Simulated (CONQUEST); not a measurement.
SrCl2 under changes of volume

One of the cells (28.299 Å³/atom); the others are scaled copies at fixed shape and fractional positions:

```
Sr Cl
1.0
     4.93327    0.00000    0.00000
     0.00000    4.93327    0.00000
     0.00000    0.00000    6.97670
Sr Cl
2 4
Direct
  0.00000 0.00000 0.00000
  0.50000 0.50000 0.50000
  0.00000 0.50000 0.25000
  0.50000 0.00000 0.75000
  0.00000 0.50000 0.75000
  0.50000 0.00000 0.25000
```

```yaml
Program: CONQUEST 1.3
Functional: PBEsol
Potentials_or_basis: PseudoDojo NC PBEsol, DZP, grid of 48 × 48 × 72 points
k_mesh: 6 × 6 × 4
Occupations: fermi-dirac, width 0.05 eV
Spin: no spin polarisation
```

```csv
volume (Å³/atom),energy over the lowest point (meV/atom),pressure (GPa),gap on the mesh (eV)
26.601,?,?,?
27.167,1.57,0.8,5.28
27.733,0.00,0.0,5.29
28.299,1.24,-0.7,5.25
28.865,4.84,-1.3,5.18
29.431,10.37,-2.0,5.10
29.997,18.50,-2.6,5.03
```

Question: What does the run at 26.601 Å³/atom give?

Answer: Energy over the lowest point 6.58 meV/atom; pressure 1.9 GPa; gap on the mesh 5.26 eV.

Worked out: A Birch-Murnaghan fit of order 3 (a polynomial in V^(-2/3)) to the other rows has its minimum at 27.77 Å³/atom with B0 = V·E''(V) = 35 GPa (rough, since the energies scatter). It gives 5.69 meV/atom at 26.601 Å³/atom, against the run's 6.58, and -dE/dV = 1.6 GPa, against 1.9. A parabola through the other rows of the gap, of slope 1.11 eV per unit of ln V there, extrapolates to 5.28 eV, against the run's 5.26.

Energies are extrapolated to zero smearing.

Caveats: the basis of atomic orbitals isn't converged, which shifts pressures, moduli and gaps; the real-space grid breaks the cell's symmetry a little (some runs).

A mesh can miss the band edges. Spin-orbit coupling on Sr is left out.
